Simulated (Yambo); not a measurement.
# InP (F-43m) in Yambo: notebook

The runs below take InP through COHSEX levels, Hartree-Fock levels, G0W0 quasiparticle levels, optical spectrum, with PBEsol, PBE.

Everything below comes from runs of Yambo 5.3.0. Logs are shortened: lines on timing, memory, paths and dates and some standing lists are left out, and cuts for length are marked.

**What was measured.**

From a printed reference work, data compilation, for a bulk crystal of InP at 1.6 K: band gap 1.4236 eV (direct).

The runs below are set against these values where they give the same quantity.

## Step 1: The structure

It takes space group F-43m (No. 216, cubic). The conventional cell has a = 5.861 Å, b = 5.861 Å, c = 5.861 Å, α = 90.00°, β = 90.00°, γ = 90.00°. In (site symmetry -43m) is surrounded by 4 P at 2.54 Å. P (site symmetry -43m) has 4 In at 2.54 Å as nearest neighbours.

## Step 2: COHSEX levels, PBEsol, non-collinear spin, zero start, spin-orbit coupling

Input file cohsex4.in:

```
gw0
dyson
el_el_corr
rim_cut
HF_and_locXC
cohsex
em1s
RandQpts= 1000000
RandGvec= 50 RL
EXXRLvcs= 42 Ry
VXCRLvcs= 42 Ry
Chimod= "HARTREE"
% BndsRnXs
 1 | 178 |
%
NGsBlkXs= 3 Ry
% LongDrXs
 1 | 1 | 1 |
%
DysSolver= "n"
ExtendOut
% QPkrange
 1 | 1 | 17 | 20 |
%
```

Input file scf.in:

```
&CONTROL
  calculation = 'scf'
  prefix = 'pwscf'
  outdir = './tmp'
  pseudo_dir = './pseudo'
/
&SYSTEM
  ibrav = 0
  A = 4.14435284
  nat = 2
  ntyp = 2
  ecutwfc = 42
  nbnd = 30
  occupations = 'smearing'
  smearing = 'fd'
  degauss = 0.00367493
  noncolin = .true.
  lspinorb = .true.
  force_symmorphic = .true.
/
&ELECTRONS
  conv_thr = 4d-10
  electron_maxstep = 120
  mixing_beta = 0.5
/
ATOMIC_SPECIES
In   114.8180 In.upf
P     30.9738 P.upf
CELL_PARAMETERS alat
   0.0000000000    0.7071067820    0.7071067820
   0.7071067820    0.0000000000    0.7071067820
   0.7071067820    0.7071067820    0.0000000000
ATOMIC_POSITIONS alat
In     0.0000000000    0.0000000000    0.0000000000
P      1.0606601729    1.0606601729    1.0606601729
K_POINTS automatic
8 8 8 0 0 0
```

Input file nscf.in:

```
&CONTROL
  calculation = 'nscf'
  prefix = 'pwscf'
  outdir = './tmp'
  pseudo_dir = './pseudo'
/
&SYSTEM
  ibrav = 0
  A = 4.14435284
  nat = 2
  ntyp = 2
  ecutwfc = 42
  nbnd = 178
  occupations = 'fixed'
  noncolin = .true.
  lspinorb = .true.
  force_symmorphic = .true.
/
&ELECTRONS
  conv_thr = 1d-08
  diago_full_acc = .true.
  diago_thr_init = 1d-06
/
ATOMIC_SPECIES
In   114.8180 In.upf
P     30.9738 P.upf
CELL_PARAMETERS alat
   0.0000000000    0.7071067820    0.7071067820
   0.7071067820    0.0000000000    0.7071067820
   0.7071067820    0.7071067820    0.0000000000
ATOMIC_POSITIONS alat
In     0.0000000000    0.0000000000    0.0000000000
P      1.0606601729    1.0606601729    1.0606601729
K_POINTS automatic
2 2 2 0 0 0
```

Potentials or basis: PseudoDojo 0.4 FR PBEsol standard.

Run with:

```
$ OMP_NUM_THREADS=1 pw.x -in scf.in > scf.out
$ OMP_NUM_THREADS=1 pw.x -in nscf.in > nscf.out
$ cd tmp/pwscf.save; p2y; mv SAVE ../..; cd ../..
$ OMP_NUM_THREADS=1 yambo
$ mkdir -p cohsex4; ln -s $PWD/g0w00/ndb.RIM cohsex4/
$ OMP_NUM_THREADS=1 yambo -F cohsex4.in -J cohsex4 -C cohsex4_out
```

Yambo's report:

```text
[... sections 02.01 to 02.04 as in the set-up run ...]

[... 5 lines left out ...]
  [X] Bosonic    Temperature                        :  0.000000  0.000000 [eV K]
  [X] Finite Temperature mode                       : no
  [X] El. density                                   :  0.35762E+24 [cm-3]
  [X] Fermi Level                                   :  7.106505 [eV]

  [X] === Gaps and Widths ===
  [X] Conduction Band Min                           :  0.556036 [eV]
  [X] Valence Band Max                              :  0.000000 [eV]
  [X] Filled Bands                                  :  18
  [X] Empty Bands                                   :   19  178
  [X] Direct Gap                                    :  0.556036 [eV]
  [X] Direct Gap localized at k                     :  1
  [X] Indirect Gap                                  :  0.556036 [eV]
  [X] Indirect Gap between kpts                     :  1  1
  [X] Last valence band width                       :  2.355227 [eV]
  [X] 1st conduction band width                     :  1.036781 [eV]

 [03] Transferred momenta grid and indexing
 ==========================================

 IBZ Q-points                                      :  3
 BZ  Q-points                                      :   8

 K/Q-points units:
 rlu = crystal or reduced units; cc = cartesian coordinates; iku = interal k-units

 Q [1]          [rlu]:  0.000000  0.000000  0.000000
 Q [2]          [rlu]:  0.65076E-16  0.37321E-16 -0.50000
 Q [3]          [rlu]:  0.60345E-16 -0.50000     -0.50000

 [04] Coloumb potential Random Integration (RIM)
 ===============================================

 Summary of Coulomb integrals for non-metallic bands |Q|[au] RIM/Bare

 Q [1] 0.100000E-4 0.995998 * Q [2] 0.491292 1.065683
 Q [3] 0.567295 1.065194

 [05] Dipoles
 ============

  [05.01] Setup: observables and procedures
  =========================================

  [WARNING] [x,Vnl] slows the Dipoles computation. To neglect it rename the ns.kb_pp file
  [WF-Oscillators/G space/Transverse up loader] Normalization (few states)  min/max  :  0.24533E-17   1.0000

  [WR./cohsex4//ndb.dipoles]------------------------------------------------------
   Brillouin Zone Q/K grids (IBZ/BZ)                :   3   8   3   8
   RL vectors                                       :  1989 [WF]
   Fragmentation                                    : yes
   Electronic Temperature                           :  0.000000 [K]
   Bosonic    Temperature                           :  0.000000 [K]
   DIP band range                                   :    1  178
   DIP band range limits                            :  18  19
   DIP e/h energy range                             : -1.000000 -1.000000 [eV]
   RL vectors in the sum                            :  1989
   [r,Vnl] included                                 : yes
   Bands ordered                                    : yes
   Direct v evaluation                              : no
   Approach used                                    : G-space v
   Dipoles computed                                 : R V P [G-space]
   Wavefunctions                                    : Perdew, Burke & Ernzerhof SOL(X)+Perdew, Burke & Ernzerhof SOL(C)
[... 64 lines left out ...]
  Green`s function   wavefunctions                 : Perdew, Burke & Ernzerhof SOL(X)+Perdew, Burke & Ernzerhof SOL(C)
  Total number of QP states                        :   4
  Exchange RL vectors                              :  1591
  Exchange summation bands                         :  18
  RIM RL components                                :   51
  RIM random points                                :  1000000

 [xc] E_xc :  -9.050472 [Ha]
      E_xc :  -18.10094 [Ry]

  Local XC kind (lXC) : Perdew, Burke & Ernzerhof SOL(X)+Perdew, Burke & Ernzerhof SOL(C)
  Non-Local XC kind (nlXC) : Hartree-Fock

  Corrections @ K [1] :  [eV]
 <17|nlXC|17> = -14.94299 -0.10173E-16 <17|lXC|17> = -12.57439 -0.18882E-15
 <18|nlXC|18> = -14.94299 -0.15697E-16 <18|lXC|18> = -12.57439 -0.94408E-16
 <19|nlXC|19> = -6.634651  0.48976E-17 <19|lXC|19> = -11.25981  0.18882E-15
 <20|nlXC|20> = -6.634650  0.35091E-18 <20|lXC|20> = -11.25981  0.000000

 [08] Dyson equation: Newton solver
 ==================================

 [Newton] Sc step       :  0.100000 [eV]
 [Newton] Sc steps      :  1

  [08.01] G0W0 (COHSEX)
  =====================

  [  GW  ] Bands range     :   1  20

  QP @ state[ 1 ] K range:  1  1
  QP @ state[ 1 ] b range:  17  20

   Current Q-pt index             :  1
   :: PP condition fails/total    :  0.000000
   :: Time ordering fails/rest    :  0.000000
   :: Mean rel dev of PP cond     :  0.000000
   Current Q-pt index             :  2
   :: PP condition fails/total    :  0.000000
   :: Time ordering fails/rest    :  0.000000
   :: Mean rel dev of PP cond     :  0.000000
   Current Q-pt index             :  3
   :: PP condition fails/total    :  0.000000
   :: Time ordering fails/rest    :  0.000000
   :: Mean rel dev of PP cond     :  0.000000

  [08.02] QP properties and I/O
  =============================

  Legend (energies in eV)
  - B  : Band       - Eo  : bare energy
  - E  : QP energy  - Z   : Renormalization factor
  - So : Sc(Eo)     - S   : Sc(E)
  - lXC: Local XC (Perdew, Burke & Ernzerhof SOL(X)+Perdew, Burke & Ernzerhof SOL(C))
  -nlXC: non-Local XC (Hartree-Fock)

  QP [eV] @ K [1] (iku):  0.000000  0.000000  0.000000
   B=17 Eo= -0.00 E= -1.66 E-Eo= -1.66 Re(Z)=1.00 Im(Z)=  0.00000 nlXC=-14.94299 lXC=-12.57439 So=  0.70487
   B=18 Eo=  0.00 E= -1.66 E-Eo= -1.66 Re(Z)=1.00 Im(Z)=  0.00000 nlXC=-14.94299 lXC=-12.57439 So=  0.70483
   B=19 Eo=  0.56 E= -0.59 E-Eo= -1.14 Re(Z)=1.00 Im(Z)=  0.00000 nlXC= -6.63465 lXC=-11.25981 So= -5.76978
   B=20 Eo=  0.56 E= -0.59 E-Eo= -1.14 Re(Z)=1.00 Im(Z)=  0.00000 nlXC= -6.63465 lXC=-11.25981 So= -5.76978

  [WR./cohsex4//ndb.QP]-----------------------------------------------------------
   Lattice constants                                :  5.537842  5.537842  5.537842
   Coulomb cutoff potential                         : none
   Electronic Temperature                           :  0.000000 [K]
   Bosonic    Temperature                           :  0.000000 [K]
   Green`s function   wavefunctions                 : Perdew, Burke & Ernzerhof SOL(X)+Perdew, Burke & Ernzerhof SOL(C)
   Static diel. fun.  energies                      : Perdew, Burke & Ernzerhof SOL(X)+Perdew, Burke & Ernzerhof SOL(C)
   wavefunctions                                    : Perdew, Burke & Ernzerhof SOL(X)+Perdew, Burke & Ernzerhof SOL(C)
   QP tot states                                    :   4
   GW solver                                        : Newton
   GW approximation                                 : COHSEX
   RIM G`s                                          :   51
   RIM random pts                                   :  1000000
   X G`s                                            :   51 used
   X G`s                                            :   51 disk
   X bands                                          :    1  178
   X poles                                          :  100.0000 o/o
   X e/h E range                                    : -1.000000 -1.000000 ev
   X Hxc Kernel                                     : HARTREE
   X BZ energy Double Grid                          : no
   X Optical Averaged directions                    : none
   Sc Empty Bands                                   : no
   Sc bands terminator                              : no
   Sx RL components                                 :  1591

   QP @ state[ 1 ] K range                          :  1  1
   QP @ state[ 1 ] b range                          :  17  20
   GF WF`s kind                                     : Perdew, Burke & Ernzerhof SOL(X)+Perdew, Burke & Ernzerhof SOL(C)
   Xs energies kind                                 : Perdew, Burke & Ernzerhof SOL(X)+Perdew, Burke & Ernzerhof SOL(C)
   Xs WF`s kind                                     : Perdew, Burke & Ernzerhof SOL(X)+Perdew, Burke & Ernzerhof SOL(C)
```

o-cohsex4.qp:

```text
# GW solver                                       : Newton
# GW approximation                                : COHSEX
[... 26 lines left out ...]
        1                  18                 0.000000          -1.663766          -1.663766          -12.57439          -14.94299           0.704834           1.000000           0.000000          -0.085802            7671.33
        1                  19                 0.556036          -0.588584          -1.144620          -11.25981          -6.634651          -5.769775           1.000000           0.000000          -0.326868            2013.69
        1                  20                 0.556036          -0.588584          -1.144620          -11.25981          -6.634650          -5.769775           1.000000           0.000000          -0.326868            2013.69
#
```

Wall time 79 s (1 thread of Arm Neoverse V2, shared host); peak memory 0.34 GiB.

Results:

```
Band gap on the k mesh, mean-field level          : 0.56 eV, direct
Quasiparticle gap                                 : 1.08 eV
Least direct quasiparticle gap                    : 1.08 eV
Quasiparticle gap at Γ                            : 1.08 eV
Band gap of the same states before the correction : 0.56 eV
```

Quasiparticle terms (eV):
| k point | band | Kohn-Sham level | Vxc | Σx | Σc | Z | result |
| --- | --- | --- | --- | --- | --- | --- | --- |
| (0.000, 0.000, 0.000) | 17 | 0.00 | -12.57 | -14.94 | - | - | - |
| (0.000, 0.000, 0.000) | 18 | 0.00 | -12.57 | -14.94 | - | - | - |
| (0.000, 0.000, 0.000) | 19 | 0.56 | -11.26 | -6.63 | - | - | - |
| (0.000, 0.000, 0.000) | 20 | 0.56 | -11.26 | -6.63 | - | - | - |

Caveat: the k mesh is coarse (spacing up to 0.93 Å⁻¹), so the values aren't converged; the potentials hold a filled d shell without the s and p states of that shell, which can shift GW gaps by tenths of an eV, either way; the optical matrix elements of this version leave out the spin-flip part of the nonlocal potential, a small error; single COHSEX levels of this version can be off by tenths of an eV when symmetry is used; gaps are hit less. A k mesh can miss the band edges.

## Step 3: Hartree-Fock levels, PBEsol, non-collinear spin, zero start, spin-orbit coupling

Input file hf5.in:

```
rim_cut
HF_and_locXC
RandQpts= 1000000
RandGvec= 50 RL
EXXRLvcs= 42 Ry
VXCRLvcs= 42 Ry
% QPkrange
 1 | 1 | 17 | 20 |
%
```

scf.in is that of step 2.

nscf.in is that of step 2.

Potentials or basis: PseudoDojo 0.4 FR PBEsol standard.

Run with:

```
$ OMP_NUM_THREADS=1 pw.x -in scf.in > scf.out
$ OMP_NUM_THREADS=1 pw.x -in nscf.in > nscf.out
$ cd tmp/pwscf.save; p2y; mv SAVE ../..; cd ../..
$ OMP_NUM_THREADS=1 yambo
$ mkdir -p hf5; ln -s $PWD/g0w00/ndb.RIM hf5/
$ OMP_NUM_THREADS=1 yambo -F hf5.in -J hf5 -C hf5_out
```

Yambo's report:

```text
[... sections 02.01 to 02.04 as in the set-up run ...]

[... 5 lines left out ...]
  [X] Bosonic    Temperature                        :  0.000000  0.000000 [eV K]
  [X] Finite Temperature mode                       : no
  [X] El. density                                   :  0.35762E+24 [cm-3]
  [X] Fermi Level                                   :  7.106505 [eV]

  [X] === Gaps and Widths ===
  [X] Conduction Band Min                           :  0.556036 [eV]
  [X] Valence Band Max                              :  0.000000 [eV]
  [X] Filled Bands                                  :  18
  [X] Empty Bands                                   :   19  178
  [X] Direct Gap                                    :  0.556036 [eV]
  [X] Direct Gap localized at k                     :  1
  [X] Indirect Gap                                  :  0.556036 [eV]
  [X] Indirect Gap between kpts                     :  1  1
  [X] Last valence band width                       :  2.355227 [eV]
  [X] 1st conduction band width                     :  1.036781 [eV]

 [03] Transferred momenta grid and indexing
 ==========================================

 IBZ Q-points                                      :  3
 BZ  Q-points                                      :   8

 K/Q-points units:
 rlu = crystal or reduced units; cc = cartesian coordinates; iku = interal k-units

 Q [1]          [rlu]:  0.000000  0.000000  0.000000
 Q [2]          [rlu]:  0.65076E-16  0.37321E-16 -0.50000
 Q [3]          [rlu]:  0.60345E-16 -0.50000     -0.50000

 [04] Coloumb potential Random Integration (RIM)
 ===============================================

 Summary of Coulomb integrals for non-metallic bands |Q|[au] RIM/Bare

 Q [1] 0.100000E-4 0.995998 * Q [2] 0.491292 1.065683
 Q [3] 0.567295 1.065194

 [05] Local Exchange-Correlation + Non-Local Fock
 ================================================

 [VXC] Plane waves :  1591
 [EXS] Plane waves :  1591

 QP @ state[ 1 ] K range:  1  1
 QP @ state[ 1 ] b range:  17  20

 [WF-HF/Rho loader] Normalization (few states)  min/max  :  0.000000  1.000000

 [xc] Functional : Perdew, Burke & Ernzerhof SOL(X)+Perdew, Burke & Ernzerhof SOL(C)
 [xc] LIBXC used to calculate xc functional
  PP Number of Atomic Species                      :  2
  NLCC RL compoments                               :  12387
  PP Number of Atomic Species                      :  2
  NLCC RL compoments                               :  12387
 [WR./hf5//ndb.HF_and_locXC]-----------------------------------------------------
  Brillouin Zone Q/K grids (IBZ/BZ)                :   3   8   3   8
  RL vectors                                       :  1989 [WF]
  Fragmentation                                    : no
  Electronic Temperature                           :  0.000000 [K]
  Bosonic    Temperature                           :  0.000000 [K]
  Green`s function   wavefunctions                 : Perdew, Burke & Ernzerhof SOL(X)+Perdew, Burke & Ernzerhof SOL(C)
  Total number of QP states                        :   4
  Exchange RL vectors                              :  1591
  Exchange summation bands                         :  18
  RIM RL components                                :   51
  RIM random points                                :  1000000

 [xc] E_xc :  -9.050472 [Ha]
      E_xc :  -18.10094 [Ry]

  Local XC kind (lXC) : Perdew, Burke & Ernzerhof SOL(X)+Perdew, Burke & Ernzerhof SOL(C)
  Non-Local XC kind (nlXC) : Hartree-Fock

  Corrections @ K [1] :  [eV]
 <17|nlXC|17> = -14.94299 -0.10173E-16 <17|lXC|17> = -12.57439 -0.18882E-15
 <18|nlXC|18> = -14.94299 -0.15697E-16 <18|lXC|18> = -12.57439 -0.94408E-16
 <19|nlXC|19> = -6.634651  0.48976E-17 <19|lXC|19> = -11.25981  0.18882E-15
 <20|nlXC|20> = -6.634650  0.35091E-18 <20|lXC|20> = -11.25981  0.000000
```

o-hf5.hf:

```text
#    K-point            Band               Eo [eV]            Ehf [eV]           Vxc [eV]           Vnlxc [eV]
#
        1                  17                -0.13859E-10       -2.368601          -12.57439          -14.94299
        1                  18                 0.000000          -2.368600          -12.57439          -14.94299
        1                  19                 0.556036           5.181191          -11.25981          -6.634651
        1                  20                 0.556036           5.181191          -11.25981          -6.634650
#
```

It took 70 s on 1 thread of Arm Neoverse V2, shared host; peak memory 0.24 GiB.

What came out:

| Property | Result |
| --- | --- |
| Band gap on the k mesh, mean-field level | 0.56 eV, direct |
| Quasiparticle gap | 7.55 eV |
| Least direct quasiparticle gap | 7.55 eV |
| Quasiparticle gap at Γ | 7.55 eV |
| Band gap of the same states before the correction | 0.56 eV |

Quasiparticle terms (eV):
```
              k point  band  Kohn-Sham level     Vxc      Σx  Σc  Z  result
(0.000, 0.000, 0.000)    17             0.00  -12.57  -14.94   -  -   -2.37
(0.000, 0.000, 0.000)    18             0.00  -12.57  -14.94   -  -   -2.37
(0.000, 0.000, 0.000)    19             0.56  -11.26   -6.63   -  -    5.18
(0.000, 0.000, 0.000)    20             0.56  -11.26   -6.63   -  -    5.18
```

Caveat: the k mesh is coarse (spacing up to 0.93 Å⁻¹), so the values aren't converged; the potentials hold a filled d shell without the s and p states of that shell, which can shift GW gaps by tenths of an eV, either way; the optical matrix elements of this version leave out the spin-flip part of the nonlocal potential, a small error. A k mesh can miss the band edges.

(Continued in part 2 of 3.)
